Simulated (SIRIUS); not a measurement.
# Ta (P6_3/mmc) in SIRIUS: reference runs

Reference runs on Ta: the cell as given.

Everything below comes from runs of SIRIUS 7.12.0. Logs are shortened: lines on timing, memory, paths and dates and some standing lists are left out, and cuts for length are marked. The log counts tension as positive stress, the text compression.

## Step 1: The structure

Symmetry: P6_3/mmc, No. 194, hexagonal system. The conventional cell has a = 2.900 Å, b = 2.900 Å, c = 5.166 Å, α = 90.00°, β = 90.00°, γ = 120.00°. Around Ta (site symmetry -6m2) lie 12 Ta at 2.90 to 3.08 Å.

This isn't the form of Ta at room conditions, which is bcc.

## Step 2: Single point, PBEsol

File sirius.json:

```json
{
  "control": {
    "processing_unit": "cpu",
    "verbosity": 2,
    "num_bands_to_print": 21,
    "print_forces": true,
    "print_stress": true
  },
  "parameters": {
    "electronic_structure_method": "pseudopotential",
    "xc_functionals": ["XC_GGA_X_PBE_SOL", "XC_GGA_C_PBE_SOL"],
    "gk_cutoff": 7.7,
    "pw_cutoff": 15.4,
    "ngridk": [11, 11, 5],
    "shiftk": [0, 0, 0],
    "smearing": "fermi_dirac",
    "smearing_width": 0.0018374661,
    "num_bands": 21,
    "num_mag_dims": 0,
    "num_dft_iter": 100,
    "energy_tol": 1e-08,
    "density_tol": 1e-06
  },
  "iterative_solver": {
    "type": "davidson",
    "min_tolerance": 1e-10
  },
  "mixer": {
    "type": "anderson",
    "beta": 0.7,
    "max_history": 8
  },
  "settings": {
    "tol_ne": 1e-10,
    "pseudo_grid_cutoff": 6.5
  },
  "unit_cell": {
    "lattice_vectors": [
      [5.480908876727, 0.0, 0.0],
      [-2.740454438364, 4.746606323076, 0.0],
      [0.0, 0.0, 9.762842944775]
    ],
    "atom_coordinate_units": "lattice",
    "atom_types": ["Ta"],
    "atom_files": {
      "Ta": "Ta.json"
    },
    "atoms": {
      "Ta": [
        [0.3333333333, 0.6666666667, 0.25],
        [0.6666666667, 0.3333333333, 0.75]
      ]
    }
  }
}
```

Potentials or basis: PseudoDojo 0.4.1 PBEsol standard (scalar relativistic).

Command:

```sh
$ upf_to_json Ta.upf
$ OMP_NUM_THREADS=1 sirius.scf --input=sirius.json --output=out.json --task=0
```

The log of the run:

```text
[info] SIRIUS version : 7.12.0
[info] number of MPI ranks           : 1
[info] MPI grid                      : 1 1
[info] maximum number of OMP threads : 1
[fft] FFT context for density and potential
[fft] =====================================
[fft]   comm size                             : 1
[fft]   plane wave cutoff                     : 15.4
[fft]   grid size                             : 30 30 50   total : 45000
[fft]   grid limits                           : -14 15   -14 15   -24 25
[fft]   number of G-vectors within the cutoff : 7857
[fft]   local number of G-vectors             : 7857
[fft]   number of G-shells                    : 862
[fft] FFT context for coarse grid
[fft] =====================================
[fft]   comm size                             : 1
[fft]   plane wave cutoff                     : 15.4
[fft]   grid size                             : 30 30 50   total : 45000
[fft]   grid limits                           : -14 15   -14 15   -24 25
[fft]   number of G-vectors within the cutoff : 7857
[fft]   local number of G-vectors             : 7857
[fft]   number of G-shells                    : 862
[unit cell] lattice vectors
[unit cell]   a1 :       5.4809088767      0.0000000000      0.0000000000
[unit cell]   a2 :      -2.7404544384      4.7466063231      0.0000000000
[unit cell]   a3 :       0.0000000000      0.0000000000      9.7628429448
[unit cell] reciprocal lattice vectors
[unit cell]   b1 :       1.1463765314      0.6618607990     -0.0000000000
[unit cell]   b2 :       0.0000000000      1.3237215980      0.0000000000
[unit cell]   b3 :       0.0000000000     -0.0000000000      0.6435815205
[unit cell] unit cell volume :       253.98735654 [a.u.^3]
[unit cell] 1/sqrt(omega)    :         0.06274714
[unit cell] MT volume        :         0.00000000 ( 0.00%)
[unit cell] IT volume        :       253.98735654 (100.00%)
[unit cell] number of atom types : 1
[unit cell] type id : 0 symbol : Ta mt_radius :  14.310000 num_atoms : 2
[unit cell] total number of atoms : 2
[unit cell] number of symmetry classes : 1
[unit cell] number of PAW atoms : 0
[unit cell] atom id  type id  class id             position                      vector_field
[unit cell] ------------------------------------------------------------------------------------------
[unit cell]      0        0        0      0.33333   0.66667   0.25000      0.00000   0.00000   0.00000
[unit cell]      1        0        0      0.66667   0.33333   0.75000      0.00000   0.00000   0.00000
[unit cell] atom id         position (Cartesian, a.u.)
[unit cell] ---------------------------------------------
[unit cell]      0      -0.000000    3.164404    2.440711
[unit cell]      1       2.740454    1.582202    7.322132
[unit cell] class id : 0 atom id : 0 1
[unit cell] minimum bond length:     5.480909
[unit cell] total number of pseudo wave-functions: 20
[sym] space group number   : 194
[sym] international symbol : P6_3/mmc
[sym] Hall symbol          : -P 6c 2c
[sym] space group transformation matrix :
[sym]   1.0000  0.0000  0.0000
[sym]   0.0000  1.0000  0.0000
[sym]   0.0000  0.0000  1.0000
[sym] space group origin shift :
[sym]   1.0000  1.0000  0.0000
[sym] number of space group operations  : 24
[sym] number of magnetic group operations : 24
[sym] metric tensor error: 2.9186e-11
[sym] rotation matrix error: 1.1220e-12
[sym] symmetry operations
[... list of symmetry operations ...]
[atom type] label          : Ta
[atom type] --------------------------------------------------------------------------------
[atom type] symbol         : Ta
[atom type] name           :
[atom type] zn             : 13
[atom type] mass           : 0
[atom type] mt_radius      : 14.31
[atom type] num_mt_points  : 1432
[atom type] grid_origin    : 0
[atom type] grid_name      : external
[... 166 lines left out ...]
[diagonalize] average number of iterations: 1.5
[find] Total energy                   :    -130.14056918 (Ha),    -260.28113836 (Ry)
[find] Free energy (E-TS)             :    -130.14126406 (Ha),    -260.28252812 (Ry)
[find] band gap (eV)                  :       0.00000000
[find] Efermi                         :       0.65511569
[find] iteration : 3, RMS (target) : 5.6808e-04 (1.0000e-06) , energy difference (target) : -3.0666e-05 (1.0000e-08)
[find] | SCF iteration   4 out of 100|
[diagonalize] iterative solver tolerance (occupied, empty): 5.68077e-05 5.68077e-05
[diagonalize] average number of iterations: 4.02083
[find] Total energy                   :    -130.14057620 (Ha),    -260.28115240 (Ry)
[... 36 lines left out ...]
[find] | SCF iteration   9 out of 100|
[diagonalize] iterative solver tolerance (occupied, empty): 2.96998e-07 2.96998e-07
[diagonalize] average number of iterations: 1.89583
[find] Total energy                   :    -130.14057835 (Ha),    -260.28115671 (Ry)
[find] Free energy (E-TS)             :    -130.14127306 (Ha),    -260.28254613 (Ry)
[find] band gap (eV)                  :       0.00000000
[find] Efermi                         :       0.65508223
[find] iteration : 9, RMS (target) : 1.0502e-06 (1.0000e-06) , energy difference (target) : -6.4285e-09 (1.0000e-08)
[find] bands are converged : true
[find] iterative solver converged : false
[find] +------------------------------+
[find] | SCF iteration  10 out of 100|
[find] +------------------------------+
[diagonalize] iterative solver tolerance (occupied, empty): 1.0502e-07 1.0502e-07
[diagonalize] average number of iterations: 2.4375
[diagonalize] Lowest band energies
[diagonalize] ik:    0   -1.829800   -1.827645   -0.613710   -0.583772   -0.579500   -0.579500   -0.576487   -0.576487    0.354137    0.474419    0.633840    0.650367    0.676264    0.676264    0.696892    0.696892    0.763085    0.763085    0.842393    0.842393    0.974827
[diagonalize] ik:    1   -1.829517   -1.827439   -0.612747   -0.583883   -0.582612   -0.580345   -0.579657   -0.577062    0.365650    0.486817    0.634834    0.636350    0.669625    0.685984    0.687334    0.707721    0.745149    0.753460    0.846970    0.865940    0.973035
[diagonalize] ik:    2   -1.828747   -1.826892   -0.610040   -0.590864   -0.587895   -0.584292   -0.582545   -0.578639    0.397398    0.517927    0.605481    0.623552    0.654035    0.686822    0.711421    0.719630    0.732849    0.739124    0.854036    0.913601    0.962961
[diagonalize] ik:    3   -1.827709   -1.826198   -0.606122   -0.601457   -0.598169   -0.585326   -0.585176   -0.580745    0.440838    0.538894    0.573146    0.620558    0.635937    0.678929    0.711713    0.726395    0.770121    0.787366    0.857583    0.944943    0.964579
[diagonalize] ik:    4   -1.826706   -1.825604   -0.610948   -0.607187   -0.601846   -0.587805   -0.586640   -0.582696    0.480858    0.529352    0.547904    0.618736    0.654877    0.662617    0.695498    0.789307    0.831848    0.843953    0.857930    0.935885    1.006625
[diagonalize] ...
[diagonalize] ik:   43   -1.826738   -1.826331   -0.606225   -0.604874   -0.594109   -0.590755   -0.586122   -0.586002    0.493601    0.521778    0.592828    0.600868    0.626636    0.634760    0.711133    0.747125    0.792668    0.829144    0.850045    0.862627    1.073469
[diagonalize] ik:   44   -1.826002   -1.825720   -0.610661   -0.609923   -0.594580   -0.593164   -0.589154   -0.587543    0.516021    0.530139    0.585637    0.604529    0.636694    0.643206    0.698172    0.738768    0.805925    0.869775    0.894039    0.908402    1.051798
[diagonalize] ik:   45   -1.825545   -1.825375   -0.613710   -0.612562   -0.596350   -0.594558   -0.589780   -0.587993    0.520215    0.536024    0.583069    0.601185    0.630619    0.659121    0.719516    0.743832    0.825405    0.862903    0.937554    0.955302    1.020578
[diagonalize] ik:   46   -1.825503   -1.825346   -0.610659   -0.610444   -0.599089   -0.597950   -0.589879   -0.588194    0.543090    0.543180    0.591890    0.609976    0.621500    0.638574    0.693698    0.726630    0.823547    0.866374    0.955987    0.956459    1.015684
[diagonalize] ik:   47   -1.825295   -1.825228   -0.610044   -0.609210   -0.602503   -0.600702   -0.589373   -0.588567    0.549099    0.561597    0.591181    0.591421    0.626977    0.635315    0.704059    0.728754    0.835346    0.850280    0.961996    0.967143    1.016803
[find] Charges and magnetic moments
[find] --------------------------------------------------------------------------------
[find] total charge          : 26.000000
[find] Energy
[find] --------------------------------------------------------------------------------
[find] valence_eval_sum               :      -8.78897582
[find] <rho|V^{XC}>                   :     -20.31670502
[find] <rho|E^{XC}>                   :     -29.35910132
[find] <mag|B^{XC}>                   :       0.00000000
[find] <rho|V^{H}>                    :      30.62513044
[find] one-electron contribution      :     -19.09740124 (Ha),     -38.19480247 (Ry)
[find] hartree contribution           :      15.31256522
[find] xc contribution                :     -29.35910132
[find] ewald contribution             :     -96.99664176
[find] PAW contribution               :       0.00000000
[find] smearing (-TS)                 :      -0.00069471
[find] SCF correction                 :       0.00000074
[find] Total energy                   :    -130.14057836 (Ha),    -260.28115671 (Ry)
[find] Free energy (E-TS)             :    -130.14127307 (Ha),    -260.28254613 (Ry)
[find] band gap (eV)                  :       0.00000000
[find] Efermi                         :       0.65508213
[find] iteration : 10, RMS (target) : 3.6729e-07 (1.0000e-06) , energy difference (target) : -2.8124e-09 (1.0000e-08)
[find] bands are converged : true
[find] iterative solver converged : false
[find] converged after 11 SCF iterations!
[find] Charges and magnetic moments
[find] --------------------------------------------------------------------------------
[find] total charge          : 26.000000
[find] Energy
[find] --------------------------------------------------------------------------------
[find] valence_eval_sum               :      -8.78897582
[find] <rho|V^{XC}>                   :     -20.31670502
[find] <rho|E^{XC}>                   :     -29.35910132
[find] <mag|B^{XC}>                   :       0.00000000
[find] <rho|V^{H}>                    :      30.62513044
[find] one-electron contribution      :     -19.09740124 (Ha),     -38.19480247 (Ry)
[find] hartree contribution           :      15.31256522
[find] xc contribution                :     -29.35910132
[find] ewald contribution             :     -96.99664176
[find] PAW contribution               :       0.00000000
[find] smearing (-TS)                 :      -0.00069471
[find] SCF correction                 :       0.00000074
[find] Total energy                   :    -130.14057836 (Ha),    -260.28115671 (Ry)
[find] Free energy (E-TS)             :    -130.14127307 (Ha),    -260.28254613 (Ry)
[find] band gap (eV)                  :       0.00000000
[find] Efermi                         :       0.65508213
[ground_state] === stress tensor components [kbar] ===
[ground_state] === stress_kin ===
[ground_state] -26407.446005   -0.000000   -0.000000
[ground_state]    -0.000000-26407.446005    0.000000
[ground_state]    -0.000000    0.000000-26418.746217
[ground_state] === stress_har ===
[ground_state] -6618.558927   -0.000000    0.000000
[ground_state]    -0.000000-6618.558927    0.000000
[ground_state]     0.000000    0.000000-4500.425057
[ground_state] === stress_ewald ===
[ground_state] 35888.471675    0.000000    0.000000
[ground_state]     0.00000035888.471675    0.000000
[ground_state]     0.000000    0.00000040580.592494
[ground_state] === stress_vloc ===
[ground_state]  4686.904079    0.000000    0.000000
[ground_state]     0.000000 4686.904079   -0.000000
[ground_state]     0.000000   -0.000000-2122.887202
[ground_state] === stress_xc ===
[ground_state] -10350.729361   -0.000000    0.000000
[ground_state]    -0.000000-10350.729361   -0.000000
[ground_state]     0.000000   -0.000000-10344.913530
[ground_state] === stress_core ===
[ground_state] 17921.761490    0.000000    0.000000
[ground_state]     0.00000017921.761490    0.000000
[ground_state]     0.000000    0.00000017922.842961
[ground_state] === stress_nonloc ===
[ground_state] -15041.746136   -0.000000    0.000000
[ground_state]    -0.000000-15041.746136   -0.000000
[ground_state]     0.000000   -0.000000-15057.292405
[ground_state] === stress_us_nl ===
[ground_state] -15041.746136   -0.000000    0.000000
[ground_state]    -0.000000-15041.746136   -0.000000
[ground_state]     0.000000   -0.000000-15057.292405
[ground_state] === stress_total ===
[ground_state]    78.656816    0.000000   -0.000000
[ground_state]     0.000000   78.656816    0.000000
[ground_state]    -0.000000    0.000000   59.171045
[ground_state] ==== total Forces in Ha/bohr =====
[ground_state] atom:    0, force:      -0.0000000      0.0000000      0.0000000
[ground_state] atom:    1, force:       0.0000000     -0.0000000      0.0000000
[ground_state] ==== ultrasoft contribution from Qij =====
[ground_state] atom:    0, force:       0.0000000      0.0000000      0.0000000
[ground_state] atom:    1, force:       0.0000000      0.0000000      0.0000000
[ground_state] ==== non-local contribution from Beta-projector =====
[ground_state] atom:    0, force:       0.0000000      0.0000000      0.0000000
[ground_state] atom:    1, force:       0.0000000     -0.0000000      0.0000000
[ground_state] ==== contribution from local potential =====
[ground_state] atom:    0, force:      -0.0000000      0.0000000      0.0000000
[ground_state] atom:    1, force:       0.0000000      0.0000000      0.0000000
[ground_state] ==== contribution from core density =====
[ground_state] atom:    0, force:      -0.0000000      0.0000000     -0.0000000
[ground_state] atom:    1, force:       0.0000000     -0.0000000      0.0000000
[ground_state] ==== Ewald forces from ions =====
[ground_state] atom:    0, force:       0.0000000      0.0000000      0.0000000
[ground_state] atom:    1, force:       0.0000000     -0.0000000      0.0000000
[~DFT_ground_state] local op. applied: 23265
[~DFT_ground_state] evp. work count: 4383.64
[~DFT_ground_state] number of iterative solver steps: 1106
```

Wall time 14 s (1 thread of AMD EPYC 9R45 (Zen 5), shared host); peak memory 0.3 GiB.

What came out:

| Quantity | Value |
| --- | --- |
| Free energy | -3541.3244 eV |
| Pressure | -7.2 GPa |
| Band gap on the k mesh | none (metal or under the smearing width) |

Spin-orbit coupling is left out, which matters for the levels of Ta.
